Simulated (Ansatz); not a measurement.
**Sensitivity of the G0W0 gap of BN (P6_3/mmc)**

Aim: change settings of a G0W0 run on BN (P6_3/mmc) and see what moves.

Calculated with Ansatz 0.2.0; G0W0 on PBE, plane waves, PAW; PAW set soft_1.

### 1. The starting structure

The structure is hexagonal, space group P6_3/mmc (No. 194). The conventional cell has a = 2.504 Å, b = 2.504 Å, c = 6.661 Å, α = 90.00°, β = 90.00°, γ = 120.00°. Nearest to B lie 3 N at 1.45 Å. Nearest to N lie 3 B at 1.45 Å. Farther neighbours and most contacts between anions are not listed.

The cell and positions come from the Crystallography Open Database and are kept as given unless a step says otherwise.

### 2. The base run: 9×9×2 mesh, 82 empty bands, screening to 100 eV, PAW set soft_1 files

Now the one-shot GW correction: screening in the RPA, then the self-energy of the levels asked for. This step takes PAW set soft_1 files.

input.yaml

```yaml
crystal:
  lattice:
    - [2.50399, 0.0, 0.0]
    - [-1.251995, 2.1685189508, 0.0]
    - [0.0, 0.0, 6.6612]
  atoms:
    - { symbol: B, position: [0.3333333333, 0.6666666667, 0.25] }
    - { symbol: B, position: [0.6666666667, 0.3333333333, 0.75] }
    - { symbol: "N", position: [0.3333333333, 0.6666666667, 0.75] }
    - { symbol: "N", position: [0.6666666667, 0.3333333333, 0.25] }
kpoints:
  mp_grid: { grid: [9, 9, 2] }
hamiltonian:
  xc: pbe
  pseudopotentials: { kind: paw, azcp: { folder: soft_1 } }
scf:
  occupations: { method: fixed }
gw:
  n_empty_bands: 82
  ecut_chi: 100
  qp_bands: [v2, c2]
  qp_kpoints: band_edges
  screening: { model: contour_deformation }
```

The run is started by

```console
$ ansatz run input.yaml --threads 3 --pin off --max-ram 92160MiB --backend cuda --events-out ev --progress --plain --runs-dir out --devices 1 --max-vram 13GiB
```

Numbers of over 12 decimals in the logs are rounded to 6 here.

Output:

```text
GPUs: using 1 of 1 available (devices: 1).
Engine: ansatz 0.2.0, x86_64-unknown-linux-gnu
Pseudopotentials: kind: paw
Pseudopotential: B, paw, valence charge 3, recommended cutoff 420 eV (normal), soft_1/B.paw.azcp
Pseudopotential: N, paw, valence charge 5, recommended cutoff 420 eV (normal), soft_1/N.paw.azcp
Functional definition: PBE
  parameter kappa = 0.804
  parameter beta = 0.066725
  exchange = pbe_x(kappa = kappa, mu = beta*pi^2/3)
  correlation = pbe_c(beta = beta)
device memory: the entry about to start is reckoned to put 0.4 GiB on a device that reports 32.3 GiB free (of which the cap on the GPU budget leaves the run 13.0 GiB)
GPU FFT provider: cuFFT
GPU libraries: cuBLAS 13.8.2, cuFFT 12.4.0, cuSOLVER 12.3.4
Crystal: 4 atoms, lattice volume = 36.170 Å³
Basis set: ecut = 420 eV, 713 PW (Γ)
Bands: 12, of which v1, the nominal top of the filled ones, is band 8 counted from 1 (7 counted from 0)
Symmetry: 24 space group operations
Space group: P63/mmc (ITA 194), of the structure as read, at distance tolerance 3.3e-5 Å
k-points: 24 of 162
Non-local potential: B, projectors of the file, l = 0: 2, l = 1: 2, l = 2: 1
Non-local potential: N, projectors of the file, l = 0: 2, l = 1: 2, l = 2: 1
PAW form: soft (Blöchl's): semilocal exchange-correlation on the pseudo side does not see the compensation charge
PAW one-centre angular grid: B, 110 points (default); XC on 64 Gauss nodes
PAW one-centre angular grid: N, 110 points (default); XC on 64 Gauss nodes
Initial density: superposition of atomic densities (chi_scale 0.1, normalization cell, long waves kept (reshape's long-wave potential 0.01 eV rms))
Initial wavefunctions: pseudopotential atomic-orbital guess
GPU buffer pool allocated for 14580 grid points (all kernels)
GPU transforms: local potential and band sums: pruned to the plane-wave sphere, on 18×18×45
Functional: x = pbe(κ = 0.804, μ = 0.219515), c = pbe(β = 0.066725)
SCF iter   1: F=—  HF=-1087.497042 eV  |F-HF|=—  |Δ(HF+E_count)|=         —  Δρ=1.46e-1  dr2=7.61e0  ethr=3.10e-3  ⟨swp⟩=4.8  Hψ=1563  notcnv=0  defer=34
preconditioner: auto → none  [insulator: Δε(μ)=5.895 eV  Ē_g=17.026 eV  n_scr=4 (ndim 8)  ℏωp=24.7 eV  f_vac=0.000  ε∞_Penn≈3.1]
SCF iter   2: F=—  HF=-1085.077628 eV  |F-HF|=—  |Δ(HF+E_count)|=    2.42e0  Δρ=6.88e-2  dr2=9.24e-1  ethr=3.10e-3  ⟨swp⟩=3.0  Hψ=809  notcnv=0  defer=45
SCF iter   3: F=—  HF=-1084.834212 eV  |F-HF|=—  |Δ(HF+E_count)|=   2.43e-1  Δρ=2.30e-2  dr2=1.07e-1  ethr=3.10e-3  ⟨swp⟩=2.7  Hψ=684  notcnv=0  defer=44
SCF iter   4: F=—  HF=-1084.823248 eV  |F-HF|=—  |Δ(HF+E_count)|=   1.10e-2  Δρ=8.37e-3  dr2=1.40e-2  ethr=6.66e-4  ⟨swp⟩=2.4  Hψ=370  notcnv=0  defer=48
[...]
E_nonlocal   = 86.214290
  E_hartree    = 224.833605
  E_xc         = -184.031673
  E_vxc        = -226.983632  (∫ρ·V_xc dr)
  E_paw        = -414.073850  (= ΣΔE_a)
  E_vpaw       = -47.577680  (= ΣTr[D̂ρ^β])
  E_aug_tail   = 0.001845  (compensation charges beyond the density's cutoff)
  E_ewald      = -497.875223
  E_smearing   = -0.000000  (= −TS)
  E_closure    = -0.000000  (closes the sum)
  Σ components = -1084.822846   (vs F -1084.822846, Δ=0.00e0)
--- Band table (eV; the first three rows and the last of 24) ---
  k-point 0: bands = [... 4 lower, 3.3774, 3.3774, 3.4127, 3.4127, 9.9486, 14.9873, 16.2806, 16.2806]
  k-point 1: bands = [... 4 lower, 3.3952, 3.3952, 3.3952, 3.3952, 12.2954, 12.2954, 16.3401, 16.3401]
  k-point 2: bands = [... 4 lower, 2.4186, 2.4498, 2.9331, 2.9753, 10.3765, 14.8127, 15.9887, 16.2866]
  k-point 23: bands = [... 4 lower, -2.4423, -2.4423, 4.7050, 4.7050, 9.3479, 9.3479, 16.7268, 16.7268]
--- G₀W₀: contour deformation, 6 samples at zero and on the imaginary axis and 1 off it, 162 q-points, 82 empty bands' worth ---
  eigenvalues of the whole cell's RPA ε∞ on this k-mesh (on a slab, of 1 + 4πα/V) = 2.5230, 4.5759, 4.5759; static W/v taken at q = 0 is 0.284287
  bands read: the sum over 90 bands ends inside a degenerate multiplet in 2 slots, whose members it reads at an even weight; the widest, k=1: bands 89 to 92 (counted from 1) at 2/4 each
  gw.qp_kpoints: band_edges: 12 of 24 stored k-points solved, in 2 passes; an edge of the gap read off the rows below is read off those points alone
    valence top: of the k-points left out ik 14 came nearest to being solved in a further pass, in band 8 (counted from 1, as in the quasiparticle table): it holds the edge there only if its correction is more favourable than any solved in that band by at least 0.891 eV; those differ by 0.193 eV
    conduction bottom: of the k-points left out ik 14 came nearest to being solved in a further pass, in band 9 (counted from 1, as in the quasiparticle table): it holds the edge there only if its correction is more favourable than any solved in that band by at least 0.780 eV; those differ by 0.632 eV
    ik  band        ε_KS         Σx   Σc(E_QP)       V_xc       Z   E_QP_lin       E_QP  E_QP is
     0     7      3.4127   -23.6353     3.5948   -19.2165  0.7961     2.5815     2.5887  root
     0     8      3.4127   -23.6353     3.5948   -19.2165  0.7961     2.5815     2.5887  root
     0     9      9.9486    -4.9328    -3.9012    -9.1464  0.8393    10.2618    10.2609  root
     0    10     14.9873    -7.8154    -5.3700   -14.3603  0.7594    16.1953    16.1623  root
     1     7      3.3952   -23.6211     3.6002   -19.1919  0.7960     2.5590     2.5662  root
     1     8      3.3952   -23.6211     3.6002   -19.1919  0.7960     2.5590     2.5662  root
     1     9     12.2954    -6.3539    -4.3392   -11.3795  0.8154    12.9874    12.9818  root
     1    10     12.2954    -6.3539    -4.3392   -11.3795  0.8154    12.9874    12.9818  root
[...]
23     7      4.7050   -20.6129     2.7395   -17.1997  0.7865     4.0265     4.0313  root
    23     8      4.7050   -20.6129     2.7395   -17.1997  0.7865     4.0265     4.0313  root
    23     9      9.3479    -6.1733    -4.4878   -11.5480  0.8109    10.2430    10.2348  root
    23    10      9.3479    -6.1733    -4.4878   -11.5480  0.8109    10.2430    10.2348  root
[key lines of the parts left out:]
SCF converged after 7 iterations
Free energy (F): -1084.822846 eV
Fermi energy:    4.705022 eV
```

Run time: 26 s. Hardware: 1 × NVIDIA H100 80GB HBM3 (shared by 6 runs) with 3 threads of AMD EPYC 7R13 (Zen 3), shared host; peak memory 1.1 GiB.

Numbers from this step:

- bands summed: 90
- RPA ε∞ on this mesh (eigenvalues): 2.523, 4.576, 4.576
- plane waves in the screening matrix: 83
- q-points in the mesh: 162
- G0W0 gap on the mesh: 5.853 eV
- k of the valence top: 0.3333, 0.3333, -0.5
- k of the conduction bottom: 0.1111, 0.4444, 0
- starting gap on the mesh: 4.400 eV
- Z at the valence top: 0.7865
- Z at the conduction bottom: 0.8186
- least direct G0W0 gap on the computed points: 6.198 eV

The gap on the mesh goes from 4.40 eV to 5.85 eV, a correction of +1.45 eV. Between the two edge states, bare exchange in place of the xc potential would open the gap by 8.50 eV, and correlation takes back 7.04 eV.

### 3. Variant: potentials

Other atomic data (norm-conserving) test the pseudisation: the cutoff goes from 420 to 1240 eV, with the same valence electrons.

This step: G0W0 on PBE, plane waves, norm-conserving pseudopotentials.

Edit input.yaml of step 2 so:

```diff
@@ -14,3 +14,3 @@
   xc: pbe
-  pseudopotentials: { kind: paw, azcp: { folder: soft_1 } }
+  pseudopotentials: { kind: nc }
 scf:
```

Output:

```text
GPUs: using 1 of 1 available (devices: 1).
[...]
GPU FFT provider: cuFFT
GPU libraries: cuBLAS 13.8.2, cuFFT 12.4.0, cuSOLVER 12.3.4
Crystal: 4 atoms, lattice volume = 36.170 Å³
Basis set: ecut = 1240 eV, 3573 PW (Γ)
Bands: 12, of which v1, the nominal top of the filled ones, is band 8 counted from 1 (7 counted from 0)
[... 1 set-up line as in the run before ...]
[...]
k-points: 24 of 162
[...]
GPU buffer pool allocated for 72000 grid points (all kernels)
[...]
SCF iter   1: F=—  HF=-758.866349 eV  |F-HF|=—  |Δ(HF+E_count)|=         —  Δρ=1.52e-1  dr2=8.02e0  ethr=3.10e-3  ⟨swp⟩=5.3  Hψ=1728  notcnv=0  defer=48
[...]
SCF iter   7: F=-756.140201 eV  HF=-756.140201 eV  |F-HF|=2.57e-9  |Δ(HF+E_count)|=   7.51e-7  Δρ=5.07e-6  dr2=2.87e-9  ethr=6.25e-10  ⟨swp⟩=6.0  Hψ=2006  notcnv=0
SCF 1 converged in 7 iterations: F = -756.140201 eV  dr2 = 2.87e-9
[...]
0     7      3.4087   -23.6325     3.5915   -19.2186  0.7961     2.5792     2.5863  root
     0     8      3.4087   -23.6325     3.5915   -19.2186  0.7961     2.5792     2.5863  root
     0     9      9.9482    -4.9174    -3.9003    -9.1285  0.8394    10.2599    10.2590  root
     0    10     14.9869    -7.8022    -5.3655   -14.3328  0.7595    16.1841    16.1520  root
     1     7      3.3907   -23.6186     3.5967   -19.1951  0.7960     2.5567     2.5639  root
     1     8      3.3907   -23.6186     3.5967   -19.1951  0.7960     2.5567     2.5639  root
     1     9     12.2979    -6.3397    -4.3375   -11.3594  0.8155    12.9856    12.9800  root
     1    10     12.2979    -6.3397    -4.3375   -11.3594  0.8155    12.9856    12.9800  root
[...]
23     7      4.7047   -20.6121     2.7404   -17.1884  0.7866     4.0165     4.0214  root
    23     8      4.7047   -20.6121     2.7404   -17.1884  0.7866     4.0165     4.0214  root
    23     9      9.3542    -6.1527    -4.4919   -11.5410  0.8110    10.2590    10.2506  root
    23    10      9.3542    -6.1527    -4.4919   -11.5410  0.8110    10.2590    10.2506  root
[key lines of the parts left out:]
SCF converged after 7 iterations
Free energy (F): -756.140201 eV
Fermi energy:    4.704691 eV
```

The job ended after 28 s (1 × NVIDIA H100 80GB HBM3 (shared by 6 runs) with 3 threads; peak memory 1.2 GiB).

The G0W0 gap on the mesh is 5.872 eV.

Against the base:

```
setting            base          variant
  files  PAW set soft_1  norm-conserving
```

```
                                    quantity  variant   base
                    starting gap on the mesh    4.402  4.400
                        G0W0 gap on the mesh    5.872  5.853
least direct G0W0 gap on the computed points    6.215  6.198
                        Z at the valence top    0.787  0.786
                  Z at the conduction bottom    0.819  0.819
```

### 4. Variant: potentials

This step: G0W0 on PBE, plane waves, PAW.

Edit input.yaml of step 3 so:

```diff
@@ -14,3 +14,3 @@
   xc: pbe
-  pseudopotentials: { kind: nc }
+  pseudopotentials: { kind: paw, source: ansatz }
 scf:
```

Output:

```text
GPUs: using 1 of 1 available (devices: 1).
[...]
GPU FFT provider: cuFFT
GPU libraries: cuBLAS 13.8.2, cuFFT 12.4.0, cuSOLVER 12.3.4
Crystal: 4 atoms, lattice volume = 36.170 Å³
Basis set: ecut = 870 eV, 2061 PW (Γ)
Bands: 12, of which v1, the nominal top of the filled ones, is band 8 counted from 1 (7 counted from 0)
[... 1 set-up line as in the run before ...]
[...]
k-points: 24 of 162
[...]
GPU buffer pool allocated for 45000 grid points (all kernels)
[...]
SCF iter   1: F=—  HF=-1087.424095 eV  |F-HF|=—  |Δ(HF+E_count)|=         —  Δρ=1.53e-1  dr2=8.02e0  ethr=3.10e-3  ⟨swp⟩=5.2  Hψ=1649  notcnv=0  defer=47
[...]
SCF iter   7: F=-1084.785786 eV  HF=-1084.785786 eV  |F-HF|=7.27e-9  |Δ(HF+E_count)|=   2.53e-7  Δρ=1.22e-5  dr2=3.51e-8  ethr=6.25e-10  ⟨swp⟩=5.1  Hψ=1751  notcnv=0
SCF 1 converged in 7 iterations: F = -1084.785786 eV  dr2 = 3.51e-8
[...]
0     7      3.4040   -23.6271     3.5890   -19.2169  0.7962     2.5757     2.5828  root
     0     8      3.4040   -23.6271     3.5890   -19.2169  0.7962     2.5757     2.5828  root
     0     9      9.9488    -4.9121    -3.9010    -9.1274  0.8394    10.2640    10.2631  root
     0    10     14.9842    -7.8054    -5.3681   -14.3401  0.7594    16.1829    16.1508  root
     1     7      3.3860   -23.6133     3.5942   -19.1935  0.7961     2.5532     2.5604  root
     1     8      3.3860   -23.6133     3.5942   -19.1935  0.7961     2.5532     2.5604  root
     1     9     12.2971    -6.3354    -4.3389   -11.3600  0.8155    12.9884    12.9828  root
     1    10     12.2971    -6.3354    -4.3389   -11.3600  0.8155    12.9884    12.9828  root
[...]
23     7      4.7025   -20.6100     2.7378   -17.1921  0.7866     4.0175     4.0224  root
    23     8      4.7025   -20.6100     2.7378   -17.1921  0.7866     4.0175     4.0224  root
    23     9      9.3523    -6.1671    -4.4840   -11.5276  0.8110    10.2368    10.2288  root
    23    10      9.3523    -6.1671    -4.4840   -11.5276  0.8110    10.2368    10.2288  root
[key lines of the parts left out:]
SCF converged after 7 iterations
Free energy (F): -1084.785786 eV
Fermi energy:    4.702479 eV
```

Wall time 28 s (1 × NVIDIA H100 80GB HBM3 (shared by 6 runs) with 3 threads); peak memory 1.1 GiB.

The G0W0 gap on the mesh is 5.854 eV.

Against the base:

```
setting            base   variant
  files  PAW set soft_1  hard PAW
```

```csv
quantity,variant,base
starting gap on the mesh,4.403,4.400
G0W0 gap on the mesh,5.854,5.853
least direct G0W0 gap on the computed points,6.199,6.198
Z at the valence top,0.787,0.786
Z at the conduction bottom,0.819,0.819
```

### 5. Variant: frequency model

A plasmon pole stands in for the full frequency dependence of the screening; this run shows what that costs in accuracy.

This step: G0W0 on PBE, plane waves, PAW; PAW set soft_1.

Edit input.yaml of step 4 so:

```diff
@@ -14,3 +14,3 @@
   xc: pbe
-  pseudopotentials: { kind: paw, source: ansatz }
+  pseudopotentials: { kind: paw, azcp: { folder: soft_1 } }
 scf:
@@ -22,2 +22,2 @@
   qp_kpoints: band_edges
-  screening: { model: contour_deformation }
+  screening: { model: godby_needs }
```

Output:

```text
GPUs: using 1 of 1 available (devices: 1).
[...]
GPU FFT provider: cuFFT
GPU libraries: cuBLAS 13.8.2, cuFFT 12.4.0, cuSOLVER 12.3.4
Crystal: 4 atoms, lattice volume = 36.170 Å³
Basis set: ecut = 420 eV, 713 PW (Γ)
Bands: 12, of which v1, the nominal top of the filled ones, is band 8 counted from 1 (7 counted from 0)
[... 1 set-up line as in the run before ...]
[...]
k-points: 24 of 162
[...]
GPU buffer pool allocated for 14580 grid points (all kernels)
[...]
SCF iter   1: F=—  HF=-1087.497042 eV  |F-HF|=—  |Δ(HF+E_count)|=         —  Δρ=1.46e-1  dr2=7.61e0  ethr=3.10e-3  ⟨swp⟩=4.8  Hψ=1563  notcnv=0  defer=34
[...]
SCF iter   7: F=-1084.822846 eV  HF=-1084.822846 eV  |F-HF|=7.07e-9  |Δ(HF+E_count)|=   1.04e-6  Δρ=5.72e-6  dr2=7.97e-9  ethr=6.25e-10  ⟨swp⟩=3.4  Hψ=1511  notcnv=0
SCF 1 converged in 7 iterations: F = -1084.822846 eV  dr2 = 7.97e-9
[...]
0     7      3.4127   -23.6353     3.6546   -19.2165  0.8103     2.6453     2.6484  root
     0     8      3.4127   -23.6353     3.6546   -19.2165  0.8103     2.6453     2.6484  root
     0     9      9.9486    -4.9328    -3.9076    -9.1464  0.8513    10.2551    10.2545  root
     0    10     14.9873    -7.8154    -5.1886   -14.3603  0.8019    16.3575    16.3436  root
     1     7      3.3952   -23.6211     3.6596   -19.1919  0.8103     2.6225     2.6257  root
     1     8      3.3952   -23.6211     3.6596   -19.1919  0.8103     2.6225     2.6257  root
     1     9     12.2954    -6.3539    -4.3098   -11.3795  0.8333    13.0131    13.0111  root
     1    10     12.2954    -6.3539    -4.3098   -11.3795  0.8333    13.0131    13.0111  root
[...]
23     7      4.7050   -20.6129     2.7690   -17.1997  0.8054     4.0589     4.0609  root
    23     8      4.7050   -20.6129     2.7690   -17.1997  0.8054     4.0589     4.0609  root
    23     9      9.3479    -6.1733    -4.4532   -11.5480  0.8287    10.2735    10.2694  root
    23    10      9.3479    -6.1733    -4.4532   -11.5480  0.8287    10.2735    10.2694  root
[key lines of the parts left out:]
SCF converged after 7 iterations
Free energy (F): -1084.822846 eV
Fermi energy:    4.705022 eV
```

Wall time 24 s (1 × NVIDIA H100 80GB HBM3 (shared by 6 runs) with 3 threads); peak memory 1.1 GiB; 22 s of CPU time.

The G0W0 gap on the mesh is 5.847 eV.

Against the base:

```csv
setting,base,variant
frequency model,contour deformation,plasmon pole
```

```
                                    quantity  variant   base
                    starting gap on the mesh    4.400  4.400
                        G0W0 gap on the mesh    5.847  5.853
least direct G0W0 gap on the computed points    6.197  6.198
                        Z at the valence top    0.805  0.786
                  Z at the conduction bottom    0.835  0.819
```

### 6. Outcome

```json
{
  "base": "5.85 eV, 26 s",
  "potentials": "5.85 eV, 28 s",
  "frequency model": "5.85 eV, 24 s"
}
```

In words: Potentials: the gap moves by +0.02 eV (the plane-wave cutoff goes from 420 to 1240 eV). Potentials: the gap moves by +0.001 eV (the plane-wave cutoff goes from 420 to 870 eV). Frequency model: the gap moves by −0.01 eV. All runs here use a coarse mesh and modest cutoffs; they test settings and are not final values. The 9×9×2 mesh is coarse for this cell (its supercell is 13 Å along the shortest edge). The RPA ε∞ on it, from the PBE start, is 2.52 and 4.58; such meshes misread the long-range screening, most where the gap is narrow.

[Paths, hosts, dates, memory and timing lines, banners, echoed tables and standing remarks are left out of the program output.]

[Logs are printed without paths, hosts, clocks, repeated set-up lines and the standing remarks that a program may print on its own settings, such as how far it seeks lower states.]

[Runs of the session that timed out or met a known fault of the program may be left out.]

[Cells called generated may have been cut or substituted from an entry of the Crystallography Open Database or the Materials Project.]

[Hosts, paths, dates, database ids (printed as entryN), source tags and the programs' standing remarks are cut or masked in the printed files.]
